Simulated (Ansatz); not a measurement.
One structure, 3 elements: MgO, CaO, SrO

Plane-wave DFT in Ansatz with scalar-relativistic PAW potentials, cutoff 420 eV, Γ-centred meshes chosen by cell and gap, Gaussian smearing with energies taken to zero width. Every cell was relaxed (cell and atoms) in a run of its own, within the symmetry of its start. Functional: PBE.

All members share space group P6_3/mmc and the same sites; only the element on one set of sites changes (Mg, Ca, Sr). Members needn't be the stable form of their composition. Energies over the elements, where given, are against the elements' standard states in the same functional (H₂, N₂, O₂ and halogens uncorrected, Hg as a solid). The first member:

Space group P6_3/mmc (No. 194). a = 3.521 Å, b = 3.521 Å, c = 4.238 Å, α = 90.00°, β = 90.00°, γ = 120.00°
```
atom site symmetry x y z
  Mg    2c      -6m2  0.6667  0.3333  0.7500
   O    2d      -6m2  0.6667  0.3333  0.2500
```

| compound | V (Å³/atom) | a (Å) | c (Å) | gap on mesh (eV) | energy over elements (eV/atom) |
| --- | --- | --- | --- | --- | --- |
| MgO | 11.37 | 3.521 | 4.238 | 3.28 | -2.650 |
| SrO | 20.66 | 4.290 | 5.184 | 2.61 | -2.669 |

Task: Predict the member with Ca.

Result: V (Å³/atom) 16.69, a (Å) 4.004, c (Å) 4.808, gap on mesh (eV) 3.14, energy over elements (eV/atom) -2.882. Interpolating linearly in period between Mg and Sr would give 16.02 Å³/atom (4.0 % too small) and a gap of 2.95 eV, with -2.659 eV/atom over the elements. Over the whole series the volume grows at each step down the group; the gap narrows; binding against the elements is strongest for Ca.